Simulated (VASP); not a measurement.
A run of VASP 6.6.1 is set up as follows.

INCAR

```
SYSTEM = TaAs
ALGO     = Fast           ! electronic algorithm
EDIFF    = 1E-6           ! SCF threshold, eV
ENCUT    = 520            ! plane-wave cutoff, eV
GGA      = PE             ! functional
ISIF     = 2              ! what is computed and relaxed
ISMEAR   = 0              ! smearing method
LASPH    = .TRUE.         ! aspherical terms in the spheres
LCHARG   = .FALSE.        ! write CHGCAR
LREAL    = .FALSE.        ! projectors in reciprocal space
LWAVE    = .FALSE.        ! write WAVECAR
NBANDS   = 24             ! bands
NELM     = 100            ! most SCF steps
PREC     = Accurate       ! precision mode
SIGMA    = 0.1            ! smearing width, eV
```

File KPOINTS:

```
k-points
0
G
  18 18 18
  0 0 0
```

Contents of POSCAR:

```
TaAs
1.0
   -1.7314487692      1.7314487692      5.8672913353
    1.7314487692     -1.7314487692      5.8672913353
    1.7314487692      1.7314487692     -5.8672913353
Ta As
2 2
Direct
    0.5001742260      1.0001742260      0.5000000000
    0.7501742260      0.7501742260      0.0000000000
    0.0824251940      0.5824251940      0.5000000000
    0.3324251940      0.3324251940      0.0000000000
```

Potentials or basis: VASP PAW PBE potentials, release 64 (Ta_pv, As).

The run is started by

```console
$ cat potpaw_PBE.64/Ta_pv/POTCAR potpaw_PBE.64/As/POTCAR > POTCAR
$ mpirun -np 1 vasp_std > vasp.out
```

What does it give for the pressure?

0.4 GPa.

What does it give for the band gap on the k mesh?

None (metal or under the smearing width).

Forces on the atoms (eV/Å):
```
Ta   0.000  0.000  0.002
Ta   0.000  0.000  0.002
As   0.000  0.000 -0.002
As   0.000  0.000 -0.002
```

Spin-orbit coupling is left out, which matters for the levels of Ta.
